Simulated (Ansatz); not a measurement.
# GaAs: how the settings move a single-point run

Question: which choices in the input matter for GaAs? The cell is built on a prototype (h-MgO type) and needn't be the phase found in nature.

Program: Ansatz 0.2.0. Level of theory: reference: DFT, HSE06, plane waves, PAW. These are calculated values, not measurements.

1 further run of the same task is left out (it didn't finish).

## 1. The system as given

Symmetry: P6_3/mmc, No. 194, hexagonal system. Conventional cell: a = 4.250 Å, b = 4.250 Å, c = 5.773 Å, α = 90.00°, β = 90.00°, γ = 120.00°. Around Ga (site symmetry -6m2) lie 3 As at 2.45 Å. Around As (site symmetry -6m2) lie 3 Ga at 2.45 Å.

As a file:

```cif
data_structure
_symmetry_space_group_name_H-M 'P 1'
_symmetry_Int_Tables_number 1
_cell_length_a 4.2498
_cell_length_b 4.2498
_cell_length_c 5.7732
_cell_angle_alpha 90.000
_cell_angle_beta 90.000
_cell_angle_gamma 120.000
_cell_volume 90.30
loop_
_atom_site_label
_atom_site_type_symbol
_atom_site_fract_x
_atom_site_fract_y
_atom_site_fract_z
_atom_site_occupancy
Ga1 Ga 0.33333 0.66667 0.25000 1
Ga2 Ga 0.66667 0.33333 0.75000 1
As1 As 0.66667 0.33333 0.25000 1
As2 As 0.33333 0.66667 0.75000 1
```

## 2. Reference

File input.yaml:

```yaml
crystal:
  lattice:
    - [4.249755535, 0.0, 0.0]
    - [-2.1248777675, 3.6803962531, 0.0]
    - [0.0, 0.0, 5.773240647]
  atoms:
    - { symbol: Ga, position: [0.3333333333, 0.6666666667, 0.25] }
    - { symbol: Ga, position: [0.6666666667, 0.3333333333, 0.75] }
    - { symbol: As, position: [0.6666666667, 0.3333333333, 0.25] }
    - { symbol: As, position: [0.3333333333, 0.6666666667, 0.75] }
kpoints:
  mp_grid: { grid: [6, 6, 2] }
hamiltonian:
  xc: hse06
scf:
  occupations: { method: fermi_dirac, width: 0.02 }
  n_extra_bands: 5
output:
  forces: true
  stress: true
  eigenvalues: true
```

On the command line:

```sh
> ansatz run input.yaml --threads 4 --pin off --max-ram 3686MiB --backend cpu --events-out ev --progress --plain --runs-dir out
```

## 3. Changing settings: exchange pbe, correlation pbe, coeff 0.1, omega 0.5

Edit input.yaml of step 2 so:

```diff
@@ -13,3 +13,3 @@
 hamiltonian:
-  xc: hse06
+  xc: { exchange: pbe, correlation: pbe, exx: { coeff: 0.1, omega: 0.5 } }
 scf:
```

## 4. Variant: exchange pbe, correlation pbe, coeff 0.05

Edit input.yaml of step 2 so:

```diff
@@ -13,3 +13,3 @@
 hamiltonian:
-  xc: hse06
+  xc: { exchange: pbe, correlation: pbe, exx: { coeff: 0.05 } }
 scf:
```

## 5. Changed: mp_grid.grid [5, 5, 5]

Edit input.yaml of step 2 so:

```diff
@@ -11,3 +11,3 @@
 kpoints:
-  mp_grid: { grid: [6, 6, 2] }
+  mp_grid: { grid: [5, 5, 5] }
 hamiltonian:
```

Before running it: what results should come out? Wanted: for each run, ending; energy change; pressure; gap; force.

**Answer**, as computed:

| run | ending | energy change | pressure (GPa) | gap (eV) | force (eV/Å) | cycles | time |
| --- | --- | --- | --- | --- | --- | --- | --- |
| reference | converged | 0 | 0.6 | 0.00 | 0.00 | 20 | 39 s |
| 1: exchange pbe, correlation pbe, coeff 0.1, omega 0.5 | converged | not comparable | 2.2 | 0.00 | 0.00 | 19 | 32 s |
| 2: exchange pbe, correlation pbe, coeff 0.05 | converged | not comparable | 2.2 | 0.00 | 0.00 | 16 | 31 s |
| 3: mp_grid.grid [5, 5, 5] | converged | -26.2 meV/atom | 0.3 | 0.00 | 0.00 | 29 | 60 s |

Residual by cycle in the longest SCF loop of each run; runs are numbered as in the table. The quantity is the density residual dr2, in eV.

| cycle | reference | run 1 | run 2 | run 3 |
| --- | --- | --- | --- | --- |
| 1 | 0.0129 | 0.0125 | 0.0124 | 0.0449 |
| 2 | 0.00142 | 0.00125 | 0.00121 | 0.00376 |
| 3 | 2.6e-4 | 2.6e-4 | 2.6e-4 | 5.6e-4 |
| 4 | 8.0e-6 | 7.0e-6 | 7.1e-6 | 4.9e-5 |
| 5 | 8.3e-7 | 7.6e-7 | 8.1e-7 | 3.8e-6 |
| 6 | 3.9e-8 | 3.2e-8 | 2.9e-8 | 1.2e-6 |
| 7 | 3.5e-9 | 1.2e-9 | 8.9e-10 | 7.6e-8 |
| 8 | 1.4e-10 | 4.7e-11 | 1.8e-10 | 2.9e-9 |
| 9 | - | - | - | 5.5e-10 |

**Reading.** «mp_grid.grid [5, 5, 5]» moves the energy by -26.2 meV/atom.
